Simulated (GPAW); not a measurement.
Input of a GPAW 26.7.0 run:

File run.py:

```python
import numpy as np
from ase.dft.bandgap import bandgap
from ase.io import write
from ase.spacegroup import crystal
from ase.units import GPa
from gpaw import GPAW, PW
from gpaw.spinorbit import soc_eigenstates

# Pb 4a
# Se 4b
atoms = crystal(['Pb', 'Se'],
                basis=[[0.0, 0.0, 0.0],
                       [0.5, 0.0, 0.0]],
                spacegroup=225, setting=1,  # Fm-3m
                cellpar=[6.1213, 6.1213, 6.1213, 90.0, 90.0, 90.0],
                primitive_cell=True)

calc = GPAW(mode=PW(600),
            xc='MGGA_X_TPSS+MGGA_C_TPSS',
            kpts={'size': (6, 6, 6), 'gamma': True},
            occupations={'name': 'fermi-dirac', 'width': 0.05},
            nbands=19,
            convergence={'density': 1e-05, 'energy': 1e-05},
            eigensolver='davidson',
            maxiter=150,
            txt='gpaw.txt')
atoms.calc = calc
energy = atoms.get_potential_energy()
forces = atoms.get_forces()
stress = atoms.get_stress()
calc.write('gs.gpw')
write('result.traj', atoms)
print(f'Energy: {energy:.6f} eV')
print('Forces (eV/A):')
print(forces.round(4))
print('Stress (GPa):', (stress / GPa).round(3))
print('Fermi level:', round(calc.get_fermi_level(), 4), 'eV')
print(f'Gap: {bandgap(calc)[0]:.4f} eV, direct: {bandgap(calc, direct=True)[0]:.4f} eV')

path = atoms.cell.bandpath('GXWKGLUWLK,UX', npoints=100, eps=1e-4)
bs_calc = calc.fixed_density(kpts=path, symmetry='off', nbands=31,
                             convergence={'bands': 'CBM+6.0', 'eigenstates': 1e-6}, txt='bands.txt')
bs = bs_calc.band_structure()
bs.write('bs.json')
print(f'Gap on the path: {bandgap(bs_calc)[0]:.4f} eV')

soc = soc_eigenstates(bs_calc, theta=54.7, phi=45, ignore_xc_potential=True)
np.savetxt('soc_bands.dat', soc.eigenvalues(), fmt='%.4f')
mesh = soc_eigenstates('gs.gpw', theta=54.7, phi=45, ignore_xc_potential=True)
np.savetxt('soc_mesh.dat', mesh.eigenvalues(), fmt='%.4f')
print('Fermi level with spin-orbit coupling:', round(mesh.fermi_level, 4), 'eV')
```

Potentials or basis: GPAW PAW data sets (gpaw-data 1.2.1), pw.

Command:

```bash
$ OMP_NUM_THREADS=1 python run.py
```

(1) Estimate the pressure.

(2) Estimate the band gap along the path.

## Answers

(1) 1.6 GPa.

(2) 0.39 eV, direct.

Caveat: spin-orbit coupling was added after a scalar SCF, so levels and gaps hold it while energy, forces, pressure and moments don't; this program's spin-orbit splittings come out too wide for heavy elements; the PAW data sets were made with another functional, which shifts forces and pressure a little.

**Measured values to compare with.**

A printed reference work, monograph reports, for a bulk crystal of PbSe at 300 K: band gap 0.28 eV (direct).

A measured gap of PbSe is 0.28 eV (direct; 300 K; a printed reference work, monograph); the calculated 0.32 eV misses it by +0.04 eV. 2 values of this kind are on record (0.15 to 0.28 eV); this one was drawn at random. The value is that of TPSS on a finite k mesh, which can miss the band edges, without temperature or zero-point motion.
